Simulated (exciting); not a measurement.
Here is an exciting (release sodium) calculation.

The input input.xml:

```xml
<input>
  <title>Rh</title>
  <structure speciespath="./" tshift="false">
    <crystal scale="1">
      <basevect>0.000000000000 3.586416725621 3.586416725621</basevect>
      <basevect>3.586416725621 0.000000000000 3.586416725621</basevect>
      <basevect>3.586416725621 3.586416725621 0.000000000000</basevect>
    </crystal>
    <species speciesfile="Rh.xml" rmt="2.3">
      <atom coord="0.000000000000 0.000000000000 0.000000000000"/>
    </species>
  </structure>
  <groundstate do="fromscratch" ngridk="12 12 12" rgkmax="9" gmaxvr="14" lmaxapw="10" lmaxmat="10" lmaxvr="8" xctype="GGA_PBE_SOL" stype="Fermi Dirac" swidth="0.00183747" nempty="12" ValenceRelativity="iora*" epsengy="1e-05" epspot="1e-05" maxscl="60" outputlevel="low"/>
  <properties>
    <bandstructure>
      <plot1d>
        <path steps="80">
          <point coord="0 0 0" label="G"/>
          <point coord="0.5 0 0.5" label="X"/>
          <point coord="0.5 0.25 0.75" label="W"/>
          <point coord="0.375 0.375 0.75" label="K"/>
          <point coord="0 0 0" label="G"/>
          <point coord="0.5 0.5 0.5" label="L"/>
          <point coord="0.625 0.25 0.625" label="U"/>
          <point coord="0.5 0.25 0.75" label="W"/>
          <point coord="0.5 0.5 0.5" label="L"/>
          <point coord="0.375 0.375 0.75" label="K" breakafter="true"/>
          <point coord="0.625 0.25 0.625" label="U"/>
          <point coord="0.5 0 0.5" label="X"/>
        </path>
      </plot1d>
    </bandstructure>
    <dos nwdos="300" winddos="-0.6 0.5" inttype="tetra" ngrdos="100" nsmdos="2"/>
    <chargedensityplot>
      <plot3d>
        <box grid="14 14 14">
          <origin coord="0 0 0"/>
          <point coord="1 0 0"/>
          <point coord="0 1 0"/>
          <point coord="0 0 1"/>
        </box>
      </plot3d>
    </chargedensityplot>
    <elfplot>
      <plot3d>
        <box grid="14 14 14">
          <origin coord="0 0 0"/>
          <point coord="1 0 0"/>
          <point coord="0 1 0"/>
          <point coord="0 0 1"/>
        </box>
      </plot3d>
    </elfplot>
    <exccplot>
      <plot3d>
        <box grid="14 14 14">
          <origin coord="0 0 0"/>
          <point coord="1 0 0"/>
          <point coord="0 1 0"/>
          <point coord="0 0 1"/>
        </box>
      </plot3d>
    </exccplot>
  </properties>
</input>
```

Potentials or basis: all-electron LAPW+lo, shipped species files, valence relativity iora*.

The run is started by

```bash
$ OMP_NUM_THREADS=1 exciting_smp
```

(1) Predict the band gap on the k mesh.

Answers

(1) none (metal or under the smearing width).
